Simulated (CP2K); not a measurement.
Runs of CP2K 2026.2 on Ru. All rows change the cell; the cell of one of them follows. It takes space group P6_3/mmc (No. 194, hexagonal). Conventional cell: a = 2.706 Å, b = 2.706 Å, c = 4.453 Å, α = 90.00°, β = 90.00°, γ = 120.00°. Around Ru (site symmetry -6m2) lie 12 Ru at 2.71 to 2.72 Å. 

| cell | gap on the mesh (eV) | pressure (GPa) |
| --- | --- | --- |
| strain_c = 0.04 | none | (a) |
| strain_c = 0 | none | 7.4 |
| strain_c = -0.04 | none | (b) |
| strain_c = -0.02 | none | 15.3 |
| strain_c = 0.02 | none | 0.7 |

Alike in all rows: task band structure; level PBE; potentials or basis POTENTIAL_UZH Ru GTH-PBE-q16; TZVP-MOLOPT-PBE-GTH basis; no spin polarisation; k mesh 11 × 11 × 6; smearing fermi-dirac 0.05 eV.

Problem. Fill in the values left out.

Solution. (a) -4.9; (b) 24.4.

Caveats: the basis of atomic orbitals isn't converged, which shifts pressures, moduli and gaps.

A k mesh can miss the band edges, and the runs leave out spin-orbit coupling on Ru.

A gap of «none» marks a metal or a gap under the smearing width.
